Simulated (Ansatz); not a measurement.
Convergence test, Al3Cu2

Level of theory: DFT r2SCAN, scalar-relativistic, plane waves, PAW in Ansatz 0.2.0.

```
Al Cu
1.0
     4.09195    0.00000    0.00000
    -2.04598    3.54373    0.00000
     0.00000    0.00000    4.99278
Al Cu
3 2
Direct
  0.00000 0.00000 0.00000
  0.33333 0.66667 0.34993
  0.66667 0.33333 0.65007
  0.33333 0.66667 0.83951
  0.66667 0.33333 0.16049
```

| Quantity | Value |
| --- | --- |
| plane-wave cutoff | 500 eV |
| occupation rule | Gaussian smearing, 0.1 eV |
| spin treatment | unpolarised |

The atoms are held and the k-point mesh is swept. Energies are extrapolated to zero smearing and count from the reference run, 18×18×14. The cell isn't necessarily relaxed at this level. The meshes are Γ-centred. Pressure is positive in compression.

Times are rough; the reference took 3.5 min on 1 thread of Intel(R) Xeon(R) Processor @ 2.50GHz (Skylake/Cascade Lake), with other jobs on the host, peak memory 1.2 GiB.

(1) Tried: 1×1×1, 3×3×2, 6×6×4, 6×6×6, 12×12×6, 12×12×8, 12×12×10, 18×18×12, 18×18×14. From which k-point mesh on does the energy per atom stay within 100, 10 and 1 meV of the reference?

Answers

(1) 6×6×4 for 100 meV, 6×6×4 for 10 meV, 12×12×8 for 1 meV. The reference itself isn't shown to be converged. At 6×6×4, where the energy is within 10 meV, force components still miss by up to 0.049 eV/Å, where the largest force is 0.016 eV/Å.

| mesh | ΔE (meV/atom) | P (GPa) | largest change of a force component (eV/Å) | irreducible points | wall time (s) |
| --- | --- | --- | --- | --- | --- |
| 1×1×1 | 2171 | 9.01 | 0.908 | 1 | 5 |
| 3×3×2 | 104 | 0.78 | 0.195 | 6 | 7.5 |
| 6×6×4 | 3.99 | 0.42 | 0.049 | 24 | 15 |
| 6×6×6 | 1.27 | 0.32 | 0.034 | 34 | 17 |
| 12×12×6 | 1.15 | 0.47 | 0.012 | 100 | 51 |
| 12×12×8 | 0.16 | 0.50 | 0.001 | 131 | 86 |
| 12×12×10 | 0.15 | 0.49 | 0.004 | 162 | 89 |
| 18×18×12 | 0.18 | 0.49 | 0.001 | 394 | 200 |
| 18×18×14 | 0.00 | 0.50 | 0.000 | 458 | 210 |